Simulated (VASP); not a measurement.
Here is a VASP 6.6.1 calculation.

INCAR

```
SYSTEM = GaAs
PREC = Accurate
ENCUT = 600
EDIFF = 1E-8
ISMEAR = 0
SIGMA = 0.02
LREAL = .FALSE.
LASPH = .TRUE.
NELM = 100
ALGO = Normal
ISIF = 2
LWAVE = .FALSE.
LCHARG = .FALSE.
GGA = PS
LEPSILON = .TRUE.
IBRION = 8
NSW = 1
```

File KPOINTS:

```
Automatic mesh
0
G
  10 10 10
  0 0 0
```

File POSCAR:

```
GaAs
1.0
    0.0000000000      2.8314000000      2.8314000000
    2.8314000000      0.0000000000      2.8314000000
    2.8314000000      2.8314000000      0.0000000000
Ga As
1 1
Direct
    0.0000000000      0.0000000000      0.0000000000
    0.7500000000      0.7500000000      0.7500000000
```

Potentials or basis: VASP PAW PBE potentials, release 64 (Ga_d, As).

Command:

```console
$ cat potpaw_PBE.64/Ga_d/POTCAR potpaw_PBE.64/As/POTCAR > POTCAR
$ mpirun -np 1 vasp_std > vasp.out
```

Task: Predict the electronic dielectric tensor (diagonal).

Result: 28.11.

Task: Predict the Born charges (mean of the diagonal).

Result: Ga +2.21; As -2.21 e.

Task: What does it give for the highest phonon frequency at Γ, LO-TO splitting left out?

Result: 263 cm⁻¹.

Born effective charge tensors (e):
atom 1, Ga
```
2.21 0.00 0.00
0.00 2.21 0.00
0.00 0.00 2.21
```
atom 2, As
```
-2.21  0.00  0.00
 0.00 -2.21  0.00
 0.00  0.00 -2.21
```

Caveat: the gap is small at this level, which inflates the dielectric constant.

**What was measured.**

From “Evidence of valence band perturbations in GaAsN/GaAs(001): A combined variable-angle spectroscopic ellipsometry and modulated photoreflectance investigation”, 2008, arxiv:0805.2212, for a bulk crystal of GaAs at 300 K: band gap 1.418 ± 0.005 eV (direct).

A printed reference work, textbook reports, for a bulk crystal of GaAs at 300 K: high-frequency dielectric constant 10.89.

A measured gap of GaAs is 1.418 eV (direct; 300 K; “Evidence of valence band perturbations in GaAsN/GaAs(001): A combined variable-angle spectroscopic ellipsometry and modulated photoreflectance investigation”, 2008, arxiv:0805.2212); the calculated 0.42 eV misses it by -1.00 eV. 3 values of this kind are on record (1.412 to 1.51 eV); this one was drawn at random among those near their median, those with a stated uncertainty first. Spin-orbit coupling on As, Ga is left out. The value is that of PBEsol on a finite k mesh, which can miss the band edges, without temperature or zero-point motion. Semilocal functionals fall short of measured gaps as a rule. The cell is a database's relaxed one, not the measured one, which moves gaps too. Measured high-frequency dielectric constant of GaAs: 10.89 (300 K; a printed reference work, textbook). This calculation gives 28.11 (+158.1 %). So large a miss can be the level of theory's own, or it may mean another phase, state or a wrong row.
